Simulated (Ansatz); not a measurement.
Take a crystal in which Mo has been replaced by Rh on all its sites, with the cell rescaled by a rough guess (in some cases also distorted within its space group) and nothing relaxed:

```cif
data_structure
_symmetry_space_group_name_H-M 'P 1'
_symmetry_Int_Tables_number 1
_cell_length_a 2.6170
_cell_length_b 2.6170
_cell_length_c 2.6170
_cell_angle_alpha 109.471
_cell_angle_beta 109.471
_cell_angle_gamma 109.471
_cell_volume 13.80
loop_
_atom_site_label
_atom_site_type_symbol
_atom_site_fract_x
_atom_site_fract_y
_atom_site_fract_z
_atom_site_occupancy
Rh1 Rh 0.00000 0.00000 0.00000 1
```

Method: DFT PBE, scalar-relativistic, plane waves, PAW in Ansatz.

Settings: cutoff 420 eV, Γ-centred mesh 20×20×20 on the computed 1-atom cell, Gaussian smearing of 0.10 eV; no spin polarisation.

Question: What pressure does the cell carry?

Answer: The pressure is 12.5 GPa (positive in compression), so the cell would expand.

Question: Is it a metal on this mesh?

Answer: Yes, a band crosses the Fermi level.

This bcc form isn't the element's structure at ambient conditions.